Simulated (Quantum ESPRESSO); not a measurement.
A calculation with Quantum ESPRESSO 7.5 of Fe (native input, structure typed inline):

pw.in

```
&CONTROL
  calculation = 'scf'
  prefix = 'pwscf'
  outdir = './tmp'
  pseudo_dir = './pseudo'
  tprnfor = .true.
  tstress = .true.
  disk_io = 'low'
/
&SYSTEM
  ibrav = 0
  celldm(1) = 8
  nat = 1
  ntyp = 1
  ecutwfc = 56
  ecutrho = 448
  nbnd = 17
  occupations = 'smearing'
  smearing = 'fd'
  degauss = 0.00367493
  nspin = 2
  starting_magnetization(1) = 0.1875
/
&ELECTRONS
  conv_thr = 2d-10
  electron_maxstep = 120
  mixing_beta = 0.3
/
ATOMIC_SPECIES
Fe    55.8450 fe_pbesol_v1.5.uspp.F.UPF
CELL_PARAMETERS alat
  0.0000000000000   0.4586695275687   0.4641888203544
  0.3539550832468   0.0000000000000   0.4641888203544
  0.3539550832468   0.4586695275687   0.0000000000000
ATOMIC_POSITIONS crystal
Fe     0.0000000000    0.0000000000    0.0000000000
K_POINTS automatic
13 13 13 0 0 0
```

Contents of pp_density.in:

```
&INPUTPP
  prefix = 'pwscf'
  outdir = './tmp'
  filplot = 'density.dat'
  plot_num = 0
/
&PLOT
  nfile = 1
  filepp(1) = 'density.dat'
  iflag = 3
  output_format = 6
  fileout = 'density.cube'
/
```

The input pp_potential.in:

```
&INPUTPP
  prefix = 'pwscf'
  outdir = './tmp'
  filplot = 'potential.dat'
  plot_num = 11
/
&PLOT
  nfile = 1
  filepp(1) = 'potential.dat'
  iflag = 3
  output_format = 6
  fileout = 'potential.cube'
/
```

The input pp_spin.in:

```
&INPUTPP
  prefix = 'pwscf'
  outdir = './tmp'
  filplot = 'spin.dat'
  plot_num = 6
/
&PLOT
  nfile = 1
  filepp(1) = 'spin.dat'
  iflag = 3
  output_format = 6
  fileout = 'spin.cube'
/
```

Potentials or basis: GBRV 1.5 PBEsol.

Command:

```sh
$ OMP_NUM_THREADS=1 mpirun -n 2 pw.x -nk 2 -in pw.in > pw.out
$ OMP_NUM_THREADS=1 mpirun -n 1 pp.x -in pp_density.in > pp_density.out
$ OMP_NUM_THREADS=1 mpirun -n 1 pp.x -in pp_potential.in > pp_potential.out
$ OMP_NUM_THREADS=1 mpirun -n 1 pp.x -in pp_spin.in > pp_spin.out
```

Question: Write the same calculation in another form: ASE script, Cartesian positions.

Answer: As run:

File run.py:

```python
import numpy as np
from ase.calculators.espresso import Espresso, EspressoProfile
from ase.io import read

atoms = read('Fe.xyz')
atoms.set_initial_magnetic_moments([3.0])

input_data = {
    'control': {'calculation': 'scf', 'prefix': 'pwscf', 'outdir': './tmp', 'tprnfor': True, 'tstress': True, 'disk_io': 'nowf'},
    'system': {'ecutwfc': 56.0, 'ecutrho': 448.0, 'nbnd': 17, 'occupations': 'smearing', 'smearing': 'fd', 'degauss': 0.00367493, 'nspin': 2},
    'electrons': {'conv_thr': 2e-10, 'electron_maxstep': 120, 'mixing_beta': 0.3},
}
pseudopotentials = {'Fe': 'fe_pbesol_v1.5.uspp.F.UPF'}
profile = EspressoProfile(command='mpirun -n 2 pw.x -nk 2', pseudo_dir='pseudo')
dft = Espresso(profile=profile, input_data=input_data, pseudopotentials=pseudopotentials, kpts=(13, 13, 13), koffset=(0, 0, 0))
atoms.calc = dft

print(f'energy {atoms.get_potential_energy():.8f} eV')
print('forces (eV/A)')
print(np.round(atoms.get_forces(), 6))
print('stress (eV/A^3, Voigt)')
print(np.round(atoms.get_stress(), 8))
print(f'Fermi level {dft.get_fermi_level():.4f} eV')
```

File Fe.xyz:

```xyz
1
Lattice="0.0000000000 1.9417396906 1.9651051623 1.4984397099 0.0000000000 1.9651051623 1.4984397099 1.9417396906 0.0000000000" Properties=species:S:1:pos:R:3 pbc="T T T"
Fe     0.0000000000      0.0000000000      0.0000000000
```

Potentials or basis: GBRV 1.5 PBEsol.

The run is started by

```bash
$ OMP_NUM_THREADS=1 python run.py
```

Both were run:

|  | native input, structure typed inline | ASE script, Cartesian positions |
| --- | --- | --- |
| Pressure | -8.6 GPa | -8.6 GPa |
| Band gap on the k mesh | none (metal or under the smearing width) | none (metal or under the smearing width) |
| Net moment | 2.27 μB per cell | 2.27 μB per cell |
| Absolute moment | 2.37 μB per cell | 2.37 μB per cell |
| Site moments | Fe +2.31 μB | Fe +2.31 μB |
| Valence electrons inside the program's atomic spheres | Fe 14.38 | Fe 14.38 |

Keys that steer only the numerical path or the files written may differ.
